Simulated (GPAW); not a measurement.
# CoO in GPAW: convergence with k mesh

Crystal: CoO.

```
CELL_PARAMETERS angstrom
2.57053 0.00000 0.00000
0.00000 2.57053 0.00000
0.00000 0.00000 2.57053
ATOMIC_POSITIONS crystal
Co 0.00000 0.00000 0.00000
O 0.50000 0.50000 0.50000
```

Measurements of this composition are mostly on another form, of space group No. 225.

```yaml
Program: GPAW 26.7.0
Task: convergence study
Functional: r2SCAN
Potentials_or_basis: GPAW PAW data sets (gpaw-data 1.2.1)
Cutoff: 800 eV
Basis: pw
k_mesh: 2 × 2 × 2
Occupations: fermi-dirac, width 0.05 eV
Spin: collinear spin, ferromagnetic start
Starting_moments: "[2.0, 0.0] μB"
```

These are the settings of the first run; the series varies k mesh, with any setting tied to it.

Hardware: 1 thread of Arm Neoverse V2 (shared host).

```tsv
k mesh	energy less the tightest run, at zero smearing (meV/atom)	pressure (GPa)	largest site moment (μB)	gap on the mesh (eV)	SCF cycles	CPU time (s)	peak memory (GiB)
2 × 2 × 2	599.66	5.98	2.55	0.000	13	12	0.22
3 × 3 × 3	54.53	13.18	2.56	1.555	13	12	0.22
4 × 4 × 4	15.97	13.40	2.57	0.751	15	26	0.23
5 × 5 × 5	3.35	13.31	2.57	1.149	16	28	0.23
7 × 7 × 7	0.36	13.37	2.57	0.982	13	42	0.23
8 × 8 × 8	0.17	13.37	2.58	0.746	13	70	0.25
9 × 9 × 9	0.05	13.37	2.57	0.909	13	69	0.25
11 × 11 × 11	0.02	13.37	2.57	0.870	13	110	0.26
14 × 14 × 14	0.00	13.37	2.57	0.745	13	230	0.31
```

Against the tightest run, the energy stays within 1 meV/atom from 7 × 7 × 7 on; the pressure stays within 0.1 GPa from 4 × 4 × 4 on; the largest site moment stays within 0.02 μB from 3 × 3 × 3 on. Not settled before the last step: the gap on the mesh (to 0.01 eV). Meshes of other sizes hit other points, so gaps and Fermi surfaces needn't settle smoothly. The tightest run that finished is the yardstick and may itself not be fully converged.

Caveat, for the tightest run too: the PAW data sets were made with another functional, which shifts forces and pressure a little; a cell with one magnetic atom can't hold antiferromagnetic order, which such compounds often take.
